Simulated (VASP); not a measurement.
Here is a VASP 6.6.1 calculation.

Contents of INCAR:

```
PREC = Accurate
ENCUT = 600
EDIFF = 1E-6
ISMEAR = 0
SIGMA = 0.03
LREAL = F
LASPH = T
NELM = 80
ALGO = Normal
ISIF = 3
LWAVE = F
LCHARG = F
GGA = PE
IVDW = 12
IBRION = 2
NSW = 90
EDIFFG = -0.01
```

KPOINTS

```
regular mesh
0
Gamma
  12 12 5
```

File POSCAR:

```
GaN
1.0
    3.1800000000      0.0000000000      0.0000000000
   -1.5900000000      2.7539607840      0.0000000000
    0.0000000000      0.0000000000      5.1660000000
Ga N
2 2
Direct
    0.3333333333      0.6666666667      0.0000000000
    0.6666666667      0.3333333333      0.5000000000
    0.3333333333      0.6666666667      0.3750000000
    0.6666666667      0.3333333333      0.8750000000
```

Potentials or basis: VASP PAW PBE potentials, release 64 (Ga_d, N).

Launch:

```bash
$ cat potpaw_PBE.64/Ga_d/POTCAR potpaw_PBE.64/N/POTCAR > POTCAR
$ mpirun -np 1 vasp_std > vasp.out
```

(1) Predict the relaxed cell.

(2) Estimate the band gap on the k mesh.

## Answers

(1) a = 3.196 Å, b = 3.196 Å, c = 5.209 Å, α = 90.00°, β = 90.00°, γ = 120.00°.

(2) 1.85 eV, direct.
